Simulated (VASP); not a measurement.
# CdI2 (1T (CdI2) bulk): a HSE06 single-point calculation in VASP

INCAR, step 1 (PBE orbitals to start from)

```
PREC = Accurate
NBANDS = 20
ISMEAR = 0
GGA = PE
LWAVE = .TRUE.
LREAL = .FALSE.
NELM = 120
EDIFF = 1E-5
ENCUT = 520
SIGMA = 0.01
LCHARG = .FALSE.
LASPH = .TRUE.
```

INCAR, step 2

```
LREAL = .FALSE.
GGA = PE
LHFCALC = .TRUE.
EDIFF = 1E-7
AEXX = 0.25
ALGO = Normal
ISTART = 1
NSW = 0
NELM = 120
NBANDS = 20
ISIF = 2
LCHARG = .FALSE.
PREC = Accurate
HFSCREEN = 0.2079
PRECFOCK = Fast
ISMEAR = 0
LASPH = .TRUE.
IBRION = -1
ENCUT = 520
LWAVE = .FALSE.
SIGMA = 0.01
```

KPOINTS

```
KPOINTS created by Atomic Simulation Environment
0
Gamma
6 6 4
0 0 0
```

KPOINTS_OPT

```
special points
8
Reciprocal
0.0000000000 0.0000000000 0.0000000000 1
0.5000000000 0.0000000000 0.0000000000 1
0.3333333333 0.3333333333 0.0000000000 1
0.0000000000 0.0000000000 0.5000000000 1
0.5000000000 0.0000000000 0.5000000000 1
0.3333333333 0.3333333333 0.5000000000 1
0.0000000000 0.0833333333 -0.2500000000 1
0.5000000000 0.0000000000 0.4000000000 1
```

POSCAR

```
Cd I
 1.0000000000000000
     4.2470087314419436   -0.0000000000000000   -0.0000000000000000
    -2.1235043657209718    3.6780174515230462   -0.0000000000000000
    -0.0000000000000000   -0.0000000000000000    6.8950252109859944
 Cd  I
   1   2
Cartesian
  0.0000000000000000  0.0000000000000000 -0.0000000000000000
  0.0000000000000000  2.4520116343486968  1.7195742792296835
  2.1235043657209713  1.2260058171743484  5.1754509317563109
```

VASP ran with the recommended PBE PAW datasets (26 valence electrons in the cell).

Command

```
mpirun -np 1 vasp_std
```

OSZICAR

```
N       E                     dE             d eps       ncg     rms          rms(c)
DAV:   1    -0.707208055784E+01   -0.70721E+01   -0.88003E-01   960   0.657E+00    0.484E+00
DAV:   2    -0.707980991978E+01   -0.77294E-02   -0.44619E-02  1052   0.191E+00    0.325E+00
DAV:   3    -0.707738270125E+01    0.24272E-02   -0.37017E-03  1088   0.529E-01    0.194E+00
DAV:   4    -0.707675695617E+01    0.62575E-03   -0.71009E-04  1088   0.211E-01    0.114E+00
DAV:   5    -0.707658683468E+01    0.17012E-03   -0.14457E-04  1088   0.919E-02    0.666E-01
DAV:   6    -0.707653206316E+01    0.54772E-04   -0.35302E-05  1224   0.442E-02    0.389E-01
DAV:   7    -0.707651519745E+01    0.16866E-04   -0.11977E-05  1092   0.233E-02    0.225E-01
DAV:   8    -0.707651065672E+01    0.45407E-05   -0.41326E-06  1208   0.133E-02    0.129E-01
DAV:   9    -0.707650975328E+01    0.90344E-06   -0.11463E-06  1104   0.726E-03    0.744E-02
DAV:  10    -0.707650973693E+01    0.16346E-07   -0.37934E-07  1124   0.430E-03
   1 F= -.70765097E+01 E0= -.70765097E+01  d E =-.705764E-20
       N       E                     dE             ncg
DAV:   1     0.154275764620E+04   -0.38958E+04      320
DAV:   2     0.404792907353E+02   -0.15023E+04      360
DAV:   3    -0.890159525764E+02   -0.12950E+03      376
DAV:   4    -0.922347890940E+02   -0.32188E+01      420
DAV:   5    -0.922675306492E+02   -0.32742E-01      388
DAV:   6    -0.922679081640E+02   -0.37751E-03      436
DAV:   7    -0.922679126854E+02   -0.45215E-05      376
DAV:   8    -0.922679127875E+02   -0.10212E-06      308
DAV:   9    -0.922679127937E+02   -0.61357E-08      264
```

From OUTCAR

```
k-points           NKPTS =     24   k-points in BZ     NKDIM =    144   number of bands    NBANDS=     20

   NELECT =      26.0000    total number of electrons

   dimension x,y,z NGX =    32 NGY =   32 NGZ =   54
   dimension x,y,z NGXF=    64 NGYF=   64 NGZF=  108

  energy-cutoff  :      520.00
  volume of cell :      107.70
      direct lattice vectors                 reciprocal lattice vectors
     4.247008731  0.000000000  0.000000000     0.235459841  0.135942802  0.000000000
    -2.123504366  3.678017452  0.000000000     0.000000000  0.271885605  0.000000000
     0.000000000  0.000000000  6.895025211     0.000000000  0.000000000  0.145032102

 k-points in reciprocal lattice and weights: KPOINTS created by Atomic Simulation Env
   0.00000000  0.00000000  0.00000000       0.007
   0.16666667 -0.00000000  0.00000000       0.042
   0.33333333  0.00000000  0.00000000       0.042
   0.50000000 -0.00000000  0.00000000       0.021
   0.16666667  0.16666667  0.00000000       0.042
   0.33333333  0.16666667  0.00000000       0.083
   0.33333333  0.33333333  0.00000000       0.014
   0.00000000  0.00000000  0.25000000       0.014
   ...

 E-fermi :   1.3572

 k-point     1 :       0.0000    0.0000    0.0000
  band No.  band energies     occupation
      1     -11.8357      2.00000
      2     -11.0569      2.00000
      3      -7.5533      2.00000
      4      -7.5533      2.00000
      5      -7.4099      2.00000
      6      -7.3390      2.00000
      7      -7.3390      2.00000
      8      -2.6770      2.00000
      9       1.0015      2.00000
     10       1.0015      2.00000
     11       1.1390      2.00000
     12       1.1390      2.00000
     13       1.1488      2.00000
     14       4.7649      0.00000
     15       6.7082      0.00000
     16       8.7283      0.00000
     17       8.7283      0.00000
     18      10.7224      0.00000
     19      11.5349      0.00000
     20      11.5684      0.00000

 k-point     2 :       0.1667   -0.0000    0.0000
  band No.  band energies     occupation
      1     -11.6878      2.00000
      2     -11.0429      2.00000
      3      -7.5370      2.00000
      4      -7.4757      2.00000
      5      -7.3849      2.00000
      6      -7.3434      2.00000
      7      -7.3327      2.00000
      8      -2.5233      2.00000
      9      -0.2217      2.00000
     10       0.4191      2.00000
     11       0.5106      2.00000
     12       1.1743      2.00000
     13       1.2759      2.00000
     14       5.5944      0.00000
     15       7.4033      0.00000
     16       8.1611      0.00000
     17       9.0564      0.00000
     18      10.0417      0.00000
     19      10.5300      0.00000
     20      11.5629      0.00000

 k-point     3 :       0.3333    0.0000    0.0000
  band No.  band energies     occupation
      1     -11.3484      2.00000
      2     -11.0270      2.00000
      3      -7.5198      2.00000
      4      -7.4111      2.00000
      5      -7.3366      2.00000
      6      -7.3023      2.00000
      7      -7.2452      2.00000
      8      -2.4383      2.00000
      9      -1.3829      2.00000
     10      -0.7016      2.00000
     11      -0.0657      2.00000
     12       0.9166      2.00000
     13       1.2111      2.00000
     14       5.3044      0.00000
     15       7.3993      0.00000
     16       8.5104      0.00000
     17       9.0523      0.00000
     18       9.5947      0.00000
     19      10.9030      0.00000
     20      11.5383      0.00000

 k-point     4 :       0.5000   -0.0000    0.0000
  band No.  band energies     occupation
      1     -11.0959      2.00000
      2     -11.0809      2.00000
      3      -7.5184      2.00000
      4      -7.4201      2.00000
      5      -7.3232      2.00000
      6      -7.2785      2.00000
      7      -7.1385      2.00000
      8      -2.7465      2.00000
      9      -1.6494      2.00000
     10      -0.8167      2.00000
     11      -0.3031      2.00000
     12       0.5682      2.00000
     13       1.1544      2.00000
     14       4.9092      0.00000
     15       7.2658      0.00000
     16       8.1457      0.00000
     17       8.8845      0.00000
     18       9.9905      0.00000
     19      11.5690      0.00000
     20      12.0920      0.00000

 k-point     5 :       0.1667    0.1667    0.0000
  band No.  band energies     occupation
      1     -11.4431      2.00000
      2     -11.0261      2.00000
      3      -7.5126      2.00000
      4      -7.3934      2.00000
      5      -7.3581      2.00000
      6      -7.3119      2.00000
      7      -7.3074      2.00000
      8      -2.3678      2.00000
      9      -0.9404      2.00000
     10      -0.8233      2.00000
     11       0.5253      2.00000
     12       0.5387      2.00000
     13       1.1320      2.00000
     14       5.7093      0.00000
     15       8.0511      0.00000
     16       8.6238      0.00000
     17       9.0782      0.00000
     18       9.4953      0.00000
     19       9.5331      0.00000
     20      11.9391      0.00000

 k-point     6 :       0.3333    0.1667    0.0000
  band No.  band energies     occupation
      1     -11.1496      2.00000
      2     -11.0292      2.00000
      3      -7.4729      2.00000
      4      -7.3923      2.00000
      5      -7.3266      2.00000
      6      -7.2931      2.00000
      7      -7.2020      2.00000
      8      -2.6230      2.00000
      9      -1.4168      2.00000
     10      -0.8631      2.00000
     11      -0.4322      2.00000
     12       0.4025      2.00000
     13       0.7065      2.00000
     14       5.1488      0.00000
     15       8.3224      0.00000
     16       8.6302      0.00000
     17       9.1315      0.00000
     18       9.8469      0.00000
     19      10.7881      0.00000
     20      11.6956      0.00000

 k-point     7 :       0.3333    0.3333    0.0000
  band No.  band energies     occupation
      1     -11.0378      2.00000
      2     -11.0378      2.00000
      3      -7.3691      2.00000
      4      -7.3691      2.00000
      5      -7.3104      2.00000
      6      -7.2904      2.00000
      7      -7.2904      2.00000
      8      -2.6942      2.00000
      9      -1.0249      2.00000
     10      -1.0249      2.00000
     11      -0.7603      2.00000
     12       0.1392      2.00000
     13       0.1392      2.00000
     14       4.9643      0.00000
     15       9.3775      0.00000
     16       9.3775      0.00000
     17       9.7654      0.00000
     18      10.3697      0.00000
     19      10.7264      0.00000
     20      10.7264      0.00000

 k-point     8 :       0.0000    0.0000    0.2500
  band No.  band energies     occupation
      1     -11.7611      2.00000
      2     -11.1591      2.00000
      3      -7.5532      2.00000
      4      -7.5532      2.00000
      5      -7.4056      2.00000
      6      -7.3390      2.00000
      7      -7.3390      2.00000
      8      -2.3417      2.00000
      9       0.4345      2.00000
     10       0.9201      2.00000
     11       0.9201      2.00000
     12       1.2304      2.00000
     13       1.2304      2.00000
     14       5.3671      0.00000
     15       6.7488      0.00000
     16       8.6129      0.00000
     17       8.6129      0.00000
     18      10.5659      0.00000
     19      10.9569      0.00000
     20      11.1461      0.00000

 k-point     9 :       0.1667   -0.0000    0.2500
  band No.  band energies     occupation
      1     -11.6172      2.00000
      2     -11.1328      2.00000
      3      -7.5367      2.00000
      4      -7.4800      2.00000
      5      -7.3836      2.00000
      6      -7.3433      2.00000
      7      -7.3328      2.00000
      8      -2.2549      2.00000
      9      -0.3018      2.00000
     10       0.2430      2.00000
     11       0.4965      2.00000
     12       0.9851      2.00000
     13       1.2955      2.00000
     14       5.8697      0.00000
     15       7.4110      0.00000
     16       8.2905      0.00000
     17       8.8863      0.00000
     18       9.6298      0.00000
     19      10.4289      0.00000
     20      11.5117      0.00000

 k-point    10 :       0.0000    0.1667    0.2500
  band No.  band energies     occupation
      1     -11.6230      2.00000
      2     -11.1244      2.00000
      3      -7.5373      2.00000
      4      -7.4870      2.00000
      5      -7.3808      2.00000
      6      -7.3447      2.00000
      7      -7.3327      2.00000
      8      -2.3041      2.00000
      9      -0.1057      2.00000
     10       0.3299      2.00000
     11       0.6333      2.00000
     12       0.7669      2.00000
     13       1.1240      2.00000
     14       5.5771      0.00000
     15       7.6040      0.00000
     16       8.5025      0.00000
     17       9.2042      0.00000
     18       9.8803      0.00000
     19      10.4114      0.00000
     20      11.2279      0.00000

 ...

  Total        0.6053831      0.6053831      0.5242273      0.0000000      0.0000000     -0.0000000
  in kB        9.0055045      9.0055045      7.7982550      0.0000000      0.0000000     -0.0000000
  external PRESSURE =       8.6030880 kB  Pullay stress =       0.0000000 kB

 POSITION                                       TOTAL-FORCE (eV/Angst)
 -----------------------------------------------------------------------------------
      0.00000      0.00000      0.00000         0.000000      0.000000      0.000000
      0.00000      2.45201      1.71957        -0.000000      0.000000     -0.064393
      2.12350      1.22601      5.17545        -0.000000      0.000000      0.064393
 -----------------------------------------------------------------------------------
    total drift:                               -0.000035     -0.000026      0.000335

  FREE ENERGIE OF THE ION-ELECTRON SYSTEM (eV)
  ---------------------------------------------------
  free  energy   TOTEN  =        -7.0765097369 eV

  energy  without entropy=       -7.0765097369  energy(sigma->0) =       -7.07650974
```

| Quantity | Value |
| --- | --- |
| gap between bands v and c | 3.32 eV |
| least direct gap | 3.62 eV |
| pressure | 0.9 GPa |
| largest force | 0.06 eV/Å |

Band v is the last that the valence electrons fill when counted band by band, and c is the next.

The run (its last step) took about 2.2 h on one core of a shared host (Intel Xeon Platinum 8488C) and held 0.5 GiB at most.
